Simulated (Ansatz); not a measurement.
**WSe2: random displacements**

All numbers below come from Ansatz 0.2.0, DFT r2SCAN, scalar-relativistic, plane waves, PAW. Cutoff 500 eV, Γ-centred 12×12×2 k-points, Gaussian smearing of 0.05 eV. Spin–orbit coupling is left out, which matters for the heavy elements here. No spin polarisation. Energies are free energies at this smearing, counted from the undisturbed cell; pressure is positive in compression.

The starting cell (relaxed at this level; this form isn't the usual structure):

```
W Se
1.0
     3.31436    0.00000    0.00000
    -1.65718    2.87032    0.00000
     0.00000    0.00000   16.65868
W Se
1 2
Direct
  0.00000 0.00000 0.00000
  0.33333 0.66667 0.09970
  0.33333 0.66667 0.90030
```

The cell holds layers and no dispersion correction was added, so their binding is poorly described.

The atoms are displaced (Å, in the unstrained cell):

```
atom ux uy uz
  W1  -0.027   0.004   0.016
 Se2  -0.002  -0.015  -0.033
 Se3   0.029   0.012   0.018
```

Strain (Voigt, engineering shear): (0.0557, 0.0774, 0.0189, 0.0808, -0.0955, 0.0794).

Question: What are the energy change, the stress and the forces?

Answer: ΔE = 265.5 meV/atom; stress (xx, yy, zz, yz, xz, xy; compression positive) (-4.39, -5.34, -2.65, -2.22, 3.36, -1.67) GPa; gap on the mesh 0.86 eV.
| atom | Fx (eV/Å) | Fy | Fz |
| --- | --- | --- | --- |
| W1 | -0.19 | 0.28 | -0.90 |
| Se2 | 1.20 | -0.86 | -0.37 |
| Se3 | -1.01 | 0.58 | 1.27 |

Cost: 1 run of about 2 core-minutes, on Arm Neoverse V2 (shared hosts).